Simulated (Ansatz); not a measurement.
ZnSe (F-43m): the band gap by level of theory

From the experimental literature:
- Raman mode: about 207 cm⁻¹ (TO; Raman scattering; Literature Raman frequency quoted as a normalising parameter in the cross-section model; quoted in “Phonon-based partition of (ZnSe-like) semiconductor mixed crystals on approach to their pressure-induced structural transition”, 2020, arxiv:2008.07187)
- Raman mode: 252 cm⁻¹ (LO at Gamma; micro-Raman, 325 nm excitation; ceramic; mixed-phase sintered disk (60% ZnSe with GeSe and Ge); mode assigned by comparison with literature; “New Chalcogenide Glass-Ceramics Based on Ge-Zn-Se for IR Applications”, 2022, pmc:9320402)

The calculated numbers come from the plane-wave code Ansatz. No magnetic order and no zero-point or thermal motion.

The cell is ZnSe (started from an entry of an open crystallographic database); cell and atoms were relaxed with r2SCAN. It is cubic, F-43m (No. 216); a = 5.665 Å in the conventional setting, 22.72 Å³ an atom. Zn is surrounded by 4 Se at 2.45 Å; Se is surrounded by 4 Zn at 2.45 Å.

```xyz
2
Lattice="0.0000 2.8324 2.8324 2.8324 0.0000 2.8324 2.8324 2.8324 0.0000" Properties=species:S:1:pos:R:3 pbc="T T T"
Zn    0.0000    0.0000    0.0000
Se    1.4162    1.4162    1.4162
```

Relaxed lattice by functional, symmetry kept:
```
functional  k mesh  a (Å)  volume (Å³/atom)
       PBE   8×8×8  5.732             23.54
    r2SCAN   8×8×8  5.665             22.72
    PBEsol   8×8×8  5.634             22.35
       LDA   8×8×8  5.568             21.57
     HSE06   6×6×6  5.701             23.16
```

On this one geometry the levels give:
```csv
level,k mesh,gap (eV),kind,edges,least direct gap (eV)
LDA,8×8×8,1.04,direct,Γ,1.04
PBE,8×8×8,1.29,direct,Γ,1.29
PBE+SOC,8×8×8,1.17,direct,Γ,1.17
r2SCAN,8×8×8,1.87,direct,Γ,1.87
r2SCANh,6×6×6,2.48,direct,Γ,2.48
HSE06,6×6×6,2.42,direct,Γ,2.42
HSE06+SOC,4×4×4,2.30,direct,Γ,2.30
DDH-PBE0,6×6×6,2.24,direct,Γ,2.24
PBE0,6×6×6,3.05,direct,Γ,3.05
LC-ωPBE,6×6×6 alone,6.95,direct,Γ,6.95
```
PBE, PBE+SOC: smearing of 0.02 eV; the others have fixed occupations.
Wave cutoffs: 420 eV, 500 eV (r2SCAN, r2SCANh).
A mesh marked alone had no extra points solved.

The HSE06 gap is direct at Γ: 2.42 eV. Spin-orbit coupling changes the PBE gap by -0.12 eV, to 1.17 eV; at Γ the threefold valence level splits into a fourfold and a twofold level 0.38 eV apart, the fourfold one on top.

r2SCAN covers 51 % of the step from PBE to HSE06, while HSE06 needs about 18 times r2SCAN's cost (on a coarser mesh). Among these functionals the gap stays direct.

On the PBEsol cell (a = 5.634 Å), with PBEsol: The optical mode at Γ lies at 209 cm⁻¹ without the longitudinal term. With the long-range field the highest mode reaches 246 cm⁻¹. By the program's warning the force constants, and with them frequencies and ε⁰, aren't converged on this mesh. The clamped-ion dielectric constant comes out as 7.44 in all directions. With the ions relaxed, ε⁰ is 10.3 in all directions. Born charges, averaged over directions: Zn +2.02, Se -2.02 e.

Calculation and measurement side by side:
- Raman mode at 207 cm⁻¹ (TO): the nearest PBEsol mode at Γ lies at 209 cm⁻¹ (+0.9 %).
- Raman mode at 252 cm⁻¹ (LO at Gamma): the nearest PBEsol mode at Γ, with the long-range field, lies at 246 cm⁻¹ (-2.4 %).
Reports marked as nanostructured, strained, doped, implanted or mixed samples, and transport gaps, were set aside. Modes are paired by degeneracy and infrared activity, where the label gives them, and frequency; they are harmonic.

Only the levels marked +SOC include spin-orbit coupling.

The meshes of the hybrids are coarse, so their gaps aren't converged to the digits shown.
